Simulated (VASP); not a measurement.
C, 2 atoms in the cell. The structure is cubic, space group Fd-3m (No. 227). Conventional cell: a = 3.567 Å, b = 3.567 Å, c = 3.567 Å, α = 90.00°, β = 90.00°, γ = 90.00°. C (site symmetry -43m) has 4 C at 1.54 Å as nearest neighbours. This isn't the form of C at room conditions, which is graphite.

```yaml
Program: VASP 6.6.1
Task: electric field gradients
Functional: PBE0
Dispersion: D3(BJ)
Potentials_or_basis: VASP PAW PBE potentials, release 64 (C)
Cutoff: 520 eV
k_mesh: 7 × 7 × 7
Occupations: gaussian, width 0.05 eV
Spin: no spin polarisation
Grid_for_exact_exchange_PRECFOCK: Normal
Exchange_at_q_=_0: default
Further_INCAR_settings: ALGO = Normal; EDIFF = 1e-08
```

Potentials or basis: VASP PAW PBE potentials, release 64 (C).

Command:

```console
$ cat potpaw_PBE.64/C/POTCAR > POTCAR
$ cp INCAR.step1 INCAR
$ mpirun -np 1 vasp_std > vasp.out
$ cp INCAR.step2 INCAR
$ mpirun -np 1 vasp_std > vasp.out
```

Hardware: 1 thread of Intel(R) Xeon(R) Platinum 8488C (Sapphire Rapids), with other jobs on the host.

Q: How long does it take, and how much memory?

A: Wall time 3 min on 1 thread of Intel(R) Xeon(R) Platinum 8488C (Sapphire Rapids) (shared host), peak memory 0.13 GiB. Counts: scf iterations 12, k points 20.
